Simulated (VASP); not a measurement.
# Settings for ZnSe: charged layer

ZnSe, sheet, 4 atoms in the cell. PBEsol; PAW potentials Se, Zn (PBE set). VASP 6.6.1.

Wanted: energies over the neutral cell within 0.003 eV.

Starting cell: layer relaxed first with the same functional; Charge step (e per cell): 0.1.

POSCAR of the starting run:
```
ZnSe
1.0
    4.0123010787      0.0000000000      0.0000000000
    0.0000000000      4.0123010787      0.0000000000
    0.0000000000      0.0000000000     16.9868247203
Se Zn
2 2
Direct
    0.0000000000      0.0000000000      0.5879159222
    0.5000000000      0.5000000000      0.4120840778
    0.5000000000      0.0000000000      0.5000000000
    0.0000000000      0.5000000000      0.5000000000
```

The series start from vacuum (Å): 14; truncation: LCOARSEN F, default padding; k spacing (1/Å): 0.2; Smearing SIGMA (eV): 0.05; Cutoff ENCUT (eV): 360; PREC: Accurate; ALGO: Normal. Each series keeps the choices made before it, and each single choice may use up half of a tolerance. Times cover all steps of a run.

## Vacuum (Å)

| Vacuum (Å) | Energies over the neutral cell, largest deviation (eV) | Time (s) |
|---|---|---|
| 6 | 0.0001 | 20 |
| 8 | 0.0001 | 25 |
| 11 | 0.0000 | 35 |
| 14 | 0.0000 | 44 |
| 18 (reference) | 0.0000 | 64 |

Chosen: 6, the loosest value from which every tighter one stays within half of the tolerance.

## Truncation

| Truncation | Energies over the neutral cell, largest deviation (eV) | Time (s) |
|---|---|---|
| LCOARSEN F, default padding | 0.0000 | 20 |
| LCOARSEN T | 0.0000 | 19 |
| IPAD 1, FACTOR 0.5 | 0.3697 | 18 |

Chosen: LCOARSEN F, default padding; no other choice that stays within half of the tolerance saves 30 % of the time.

## k spacing (1/Å)

| k spacing (1/Å) | Energies over the neutral cell, largest deviation (eV) | Time (s) |
|---|---|---|
| 0.5 | 0.0057 | 15 |
| 0.3 | 0.0025 | 18 |
| 0.2 | 0.0020 | 20 |
| 0.14 | 0.0010 | 27 |
| 0.1 (reference) | 0.0000 | 36 |

Chosen: 0.14.

## Smearing SIGMA (eV)

| Smearing SIGMA (eV) | Energies over the neutral cell, largest deviation (eV) | Time (s) |
|---|---|---|
| 0.2 | 0.0025 | 26 |
| 0.1 | 0.0010 | 27 |
| 0.05 | 0.0003 | 27 |
| 0.02 (reference) | 0.0000 | 28 |

Chosen: 0.1.

## Cutoff ENCUT (eV)

| Cutoff ENCUT (eV) | Energies over the neutral cell, largest deviation (eV) | Time (s) |
|---|---|---|
| 220 | 0.0021 | 14 |
| 280 | 0.0001 | 17 |
| 320 | 0.0002 | 18 |
| 360 | 0.0001 | 27 |
| 410 | 0.0000 | 27 |
| 500 (reference) | 0.0000 | 39 |

Chosen: 280.

## PREC

| PREC | Energies over the neutral cell, largest deviation (eV) | Time (s) |
|---|---|---|
| Accurate | 0.0000 | 17 |
| Normal | 0.0000 | 9.9 |

Chosen: Normal, the fastest of those that stay within half of the tolerance.

## ALGO

| ALGO | Energies over the neutral cell, largest deviation (eV) | Time (s) |
|---|---|---|
| Normal | 0.0000 | 9.9 |
| Fast | 0.0000 | 9.7 |

Chosen: Normal.

## All choices together

| Input | Energies over the neutral cell, largest deviation (eV) | Time (s) |
|---|---|---|
| uniform background, no truncation (naive) | 0.1444 | 35 |
| chosen settings | 0.0016 | 9.9 |
| reference settings throughout | 0.0000 | 202 |

The tolerance is met.

Values of the reference run: Energies over the neutral cell: 0.5262, 0.2793, 0 eV over the neutral cell.

## The input

INCAR.step1:
```
PREC = Normal
ENCUT = 280
EDIFF = 1E-6
ISMEAR = 0
SIGMA = 0.1
LREAL = F
LASPH = T
ALGO = Normal
NELM = 150
LWAVE = F
LCHARG = F
GGA = PS
KPAR = 4
KERNEL_TRUNCATION/LTRUNCATE = T
KERNEL_TRUNCATION/IDIMENSIONALITY = 2
KERNEL_TRUNCATION/ISURFACE = 3
KERNEL_TRUNCATION/LCOARSEN = F
```

INCAR.step2, as INCAR.step1 but for:
```
+ NELECT = 35.9
```

INCAR.step3 changes the same tag again: NELECT = 35.95.

KPOINTS:
```
Automatic mesh
0
Gamma
  12 12 1
  0 0 0
```

POSCAR:
```
ZnSe
1.0
    4.0123010787      0.0000000000      0.0000000000
    0.0000000000      4.0123010787      0.0000000000
    0.0000000000      0.0000000000      8.9868247203
Se Zn
2 2
Direct
    0.0000000000      0.0000000000      0.6661779779
    0.5000000000      0.5000000000      0.3338220221
    0.5000000000      0.0000000000      0.5000000000
    0.0000000000      0.5000000000      0.5000000000
```

Commands (each step's output is kept before the next begins):
```
cat potpaw_PBE.64/Se/POTCAR potpaw_PBE.64/Zn/POTCAR > POTCAR
cp INCAR.step1 INCAR
mpirun -np 4 vasp_std > vasp.out
rm WAVECAR CHG
cp INCAR.step2 INCAR
mpirun -np 4 vasp_std > vasp.out
rm WAVECAR CHG
cp INCAR.step3 INCAR
mpirun -np 4 vasp_std > vasp.out
```

Limits: An infinite charged layer has no vacuum level far away: the truncated interaction sets the zero in the layer itself, so the energy per hole falls with the charge and equals the ionisation potential only at small charge.

The chosen input took VASP 6.6.1 9.9 s on 4 cores (Intel Xeon 6975P-C (Granite Rapids)), a shared host.

## An input that fails: truncation along an axis in the plane

It runs to its end, but against the unchanged starting input it is off by 2.5797 eV in the energies over the neutral cell.

Changes against the starting input:
```
(all steps)
- KERNEL_TRUNCATION/ISURFACE = 3
+ KERNEL_TRUNCATION/ISURFACE = 1
```
